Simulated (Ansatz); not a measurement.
# WS2: the cost of one run

Program: Ansatz 0.2.0. Level of theory: DFT PBEsol, scalar-relativistic, plane waves, PAW. These are calculated values, not measurements.

7 further runs of the same task are left out: 2 that didn't finish, 5 set aside as unsound or not needed.

## (1) The system as given

Symmetry: R3m, No. 160, trigonal system. The conventional cell has a = 3.272 Å, b = 3.272 Å, c = 19.696 Å, α = 90.00°, β = 90.00°, γ = 120.00°. Around Mo (site symmetry 3m) lie 6 Se at 2.52 Å. Se (site symmetry 3m) has 3 Mo at 2.52 Å as nearest neighbours.

As a file:

```
CELL_PARAMETERS angstrom
1.63603 0.94456 6.56524
-1.63603 0.94456 6.56524
0.00000 -1.88912 6.56524
ATOMIC_POSITIONS crystal
Mo 0.66683 0.66683 0.66683
Se 0.24904 0.24904 0.24904
Se 0.41790 0.41790 0.41790
```

It is the result of an earlier relaxation at this level (volume 20.29 Å³/atom; gap on the mesh: 0.95 eV).

## (2) The film's bulk: WS2

Relaxed beforehand at this level: -4009.6922 eV/atom, gap on the mesh 1.15 eV.

```cif
data_structure
_symmetry_space_group_name_H-M 'P 1'
_symmetry_Int_Tables_number 1
_cell_length_a 6.6246
_cell_length_b 6.6246
_cell_length_c 6.6246
_cell_angle_alpha 27.486
_cell_angle_beta 27.486
_cell_angle_gamma 27.486
_cell_volume 54.66
loop_
_atom_site_label
_atom_site_type_symbol
_atom_site_fract_x
_atom_site_fract_y
_atom_site_fract_z
_atom_site_occupancy
W1 W 0.66603 0.66603 0.66603 1
S1 S 0.25071 0.25071 0.25071 1
S2 S 0.41466 0.41466 0.41466 1
```

The bulk reference of MoSe2, the base, comes from a run made before at the same settings: -5249.3451 eV/atom.

## (3) WS2 strained to the base's plane

The (001) plane of WS2 is fitted to the (001) plane of MoSe2, a strain of +4.0 % along x and +4.0 % along y; the third vector and the atoms relax.

Input file input.yaml:

```yaml
crystal:
  lattice:
    - [3.272059091, 0.0, 0.0]
    - [-1.6360295455, 2.8336862955, 0.0]
    - [1.6360295455, 0.9445620985, 6.0808222703]
  atoms:
    - { symbol: W, position: [0.3320569721, 0.666028486, 1.0019145419] }
    - { symbol: S, position: [0.5014169608, 0.2507084804, 0.2478745588] }
    - { symbol: S, position: [0.8293260672, 0.4146630336, 0.7560108993] }
basis:
  ecutwfc: 420
kpoints:
  mp_grid: { grid: [9, 9, 5] }
hamiltonian:
  xc: pbesol
scf:
  occupations: { method: gaussian, width: 0.02 }
output:
  forces: true
  stress: true
  eigenvalues: true
relax:
  adjacent_minimum: "off"
  f_tol: 0.01
  max_steps: 50
  cell: { fix: [a, b, gamma], stress_tol: 0.1 }
```

Started as:

```console
ansatz run input.yaml --threads 2 --pin off --max-ram 5120MiB --backend cpu --events-out ev --progress --plain --runs-dir out
```

**Question.** How long does this run take on 2 threads of Intel Xeon Platinum 8259CL at 2.50GHz (Skylake/Cascade Lake), shared host, and how much memory does it need?

About 48 s, with a peak of 0.51 GiB.
